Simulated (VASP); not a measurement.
**CdO (Monteponite): relaxation of cell and atoms with PBE**

The system is CdO (Monteponite).

```
Cd O
1.0
     0.00000    2.34950    2.34950
     2.34950    0.00000    2.34950
     2.34950    2.34950    0.00000
Cd O
1 1
Direct
  0.00000 0.00000 0.00000
  0.50000 0.50000 0.50000
```

```json
{
 "Program": "VASP 6.6.1",
 "Task": "relaxation of cell and atoms",
 "Functional": "PBE",
 "Potentials or basis": "VASP PAW PBE potentials, release 64 (Cd, O)",
 "Cutoff": "600 eV",
 "k mesh": "12 × 12 × 12",
 "Occupations": "gaussian, width 0.03 eV",
 "Spin": "no spin polarisation",
 "Further INCAR settings": "ALGO = Normal; EDIFF = 1e-06; IBRION = 2; EDIFFG = -0.01; NSW = 90; ISIF = 3"
}
```

The relaxed volume is 13.66 Å³/atom. The relaxed cell is a = 3.380 Å, b = 3.380 Å, c = 3.380 Å, α = 60.00°, β = 60.00°, γ = 60.00°. The space group after relaxing (to 0.05 Å) is Fm-3m (No. 225), the energy gained by relaxing is 15.0 meV/atom and the ionic steps are 3. The pressure after relaxing is 0.0 GPa and the band gap on the k mesh is none (metal or under the smearing width).

Step by step:
| step | energy change (eV) | largest force (eV/Å) | pressure (GPa) | volume (Å³) |
| --- | --- | --- | --- | --- |
| 1 | 0.0000 | 0.0000 | 7.38 | 25.94 |
| 2 | -0.0184 | 0.0000 | -3.87 | 28.25 |
| 3 | -0.0300 | 0.0000 | -0.01 | 27.32 |

Final structure:
```
Cd O
1.0
     0.00000    2.39035    2.39035
     2.39035    0.00000    2.39035
     2.39035    2.39035    0.00000
Cd O
1 1
Direct
  0.00000 0.00000 0.00000
  0.50000 0.50000 0.50000
```

Levels at points of the mesh, in eV from the Fermi level:
```
           k point  band 5  band 6  band 7  band 8  band 9  band 10  band 11  band 12  band 13
(0.00, 0.00, 0.00)   -6.38   -6.38   -1.17   -1.17   -1.17    -0.55    14.88    16.65    16.65
(0.50, 0.00, 0.00)   -6.16   -6.16   -3.71   -0.03   -0.03     4.39     6.93    11.66    11.66
(0.50, 0.50, 0.00)   -6.04   -5.79   -3.99   -2.09   -2.09     3.64     8.31    11.01    12.89
```

Run time: 26 s on 1 thread of Intel(R) Xeon(R) 6975P-C (Granite Rapids), with other jobs on the host, peak memory 0.18 GiB.

Caveat: this crystal is a semiconductor, whose small gap the functional closes, so the metal is an error of the method. PBE usually gives volumes a little too large and moduli too small.
